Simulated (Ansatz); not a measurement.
## Phases of Eu at 5.4 GPa

Structure types of Eu are relaxed in primitive cells with their symmetry kept at 5.4 GPa, on PAW files; LAPW relaxes the small cells further and takes the PAW cell for the others (marked *). The enthalpy is E + pV at zero temperature, without zero-point motion. Only the types listed were tried, and differences under about 5 meV/atom are mesh noise. The real phase may be another.

Computed with Ansatz 0.2.0; functional PBE, scalar-relativistic. Settings: Fermi–Dirac smearing of 0.1 eV, spin-polarised from start moments Eu 7 μB. Methods: LAPW: all electrons, basis error target 0.5 meV/atom; PAW: frozen-core files, cutoff 420 eV.

k meshes: fcc 13×13×13, bcc 13×13×13, hcp 12×12×7, dhcp 10×10×3.

The open f shell is treated without a Hubbard term, so these are results of the method, and the state needn't be the lowest. Spin–orbit coupling is left out, which matters for the heavy atoms.

Question: Which type is lowest in enthalpy, and by how much?

Answer: dhcp, 1 meV/atom below fcc, which is within the noise of the k meshes. The whole table:

```json
{"start type": "fcc", "ends as": "fcc, Fm-3m", "a, b, c (Å)": "5.082, 5.082, 5.082", "V (Å³/atom)": "32.81", "H − H(lowest), LAPW (meV/atom)": "0.6", "same, PAW": "0.6", "moment (μB/atom)": "7.45"}
{"start type": "bcc", "ends as": "bcc, Im-3m", "a, b, c (Å)": "4.037, 4.037, 4.037", "V (Å³/atom)": "32.89", "H − H(lowest), LAPW (meV/atom)": "31.4", "same, PAW": "31.9", "moment (μB/atom)": "7.19"}
{"start type": "hcp", "ends as": "hcp, P6_3/mmc", "a, b, c (Å)": "3.602, 3.602, 5.814", "V (Å³/atom)": "32.67", "H − H(lowest), LAPW (meV/atom)": "7.9", "same, PAW": "7.9", "moment (μB/atom)": "7.38"}
{"start type": "dhcp*", "ends as": "dhcp, P6_3/mmc", "a, b, c (Å)": "3.596, 3.596, 11.681", "V (Å³/atom)": "32.70", "H − H(lowest), LAPW (meV/atom)": "0.0", "same, PAW": "0.0", "moment (μB/atom)": "7.44"}
```
